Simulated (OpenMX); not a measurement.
Input of an OpenMX 3.8.5 run:

File run.py:

```python
from ase.io import read
from ase.calculators.openmx import OpenMX
from ase.calculators.mixing import SumCalculator
from dftd4.ase import DFTD4

atoms = read('Pd.cif')

def calculator():
    omx = OpenMX(
        label='Pd',
        command='openmx',
        nohup=True,
        xc='GGA-PBE',
        kpts=(9, 9, 5),
        system_currentdirectory='./',
        data_path='./DFT_DATA13',
        level_of_fileout=0,
        definition_of_atomic_species=[['Pd', 'Pd7.0-s3p2d2', 'Pd_PBE13']],
        atoms_speciesandcoordinates_unit='Ang',
        atoms_speciesandcoordinates=[['1', 'Pd', '0', '0', '0', 8.0, 8.0], ['2', 'Pd', '0', '0', '0', 8.0, 8.0]],
        scf_spinpolarization='off',
        scf_electronictemperature=580.226,
        scf_energycutoff=400.0,
        scf_maxiter=100,
        scf_eigenvaluesolver='band',
        scf_mixing_type='rmm-diisk',
        scf_init_mixing_weight=0.05,
        scf_min_mixing_weight=0.001,
        scf_max_mixing_weight=0.3,
        scf_mixing_history=25,
        scf_mixing_startpulay=8,
        scf_criterion=1e-08,
    )
    return SumCalculator([omx, DFTD4(method='pbe')])

atoms.calc = calculator()
print('stress_eV_A3', atoms.get_stress().round(8).tolist())
print('forces_eV_A', atoms.get_forces().round(6).tolist())
print('energy_eV', round(atoms.get_potential_energy(), 6))
print('dispersion_eV', round(atoms.calc.mixer.calcs[1].get_potential_energy(atoms), 6))
```

Contents of Pd.cif:

```cif
data_Pd
_cell_length_a 2.78366505
_cell_length_b 2.78366505
_cell_length_c 4.62889300
_cell_angle_alpha 90.00000000
_cell_angle_beta 90.00000000
_cell_angle_gamma 120.00000000
_space_group_name_H-M_alt 'P1'
_space_group_name_Hall 'P 1'
_space_group_IT_number 1
loop_
_space_group_symop_operation_xyz
'x,y,z'
loop_
_atom_site_label
_atom_site_type_symbol
_atom_site_symmetry_multiplicity
_atom_site_Wyckoff_symbol
_atom_site_fract_x
_atom_site_fract_y
_atom_site_fract_z
_atom_site_occupancy
Pd1 Pd 1 a 0.3333333333 0.6666666667 0.2500000000 1
Pd2 Pd 1 a 0.6666666667 0.3333333333 0.7500000000 1
```

Potentials or basis: OpenMX 2013 PBE set, Pd7.0-s3p2d2, grid cutoff 400 Ry.

Command:

```sh
$ python run.py > run.log
```

Q: What does it give for the pressure?

A: -2.3 GPa.

Q: Estimate the band gap on the k mesh.

A: None (metal or under the smearing width).

Q: Predict the dispersion energy per atom.

A: -0.469 eV.

Forces in eV/Å, atoms in the order of the input:
```
Pd  -0.004  0.001  0.000
Pd   0.004 -0.001  0.000
```

Caveat: the basis of atomic orbitals isn't converged, which shifts pressures, moduli and gaps; pairwise dispersion overbinds metals, which lowers pressure and volume.
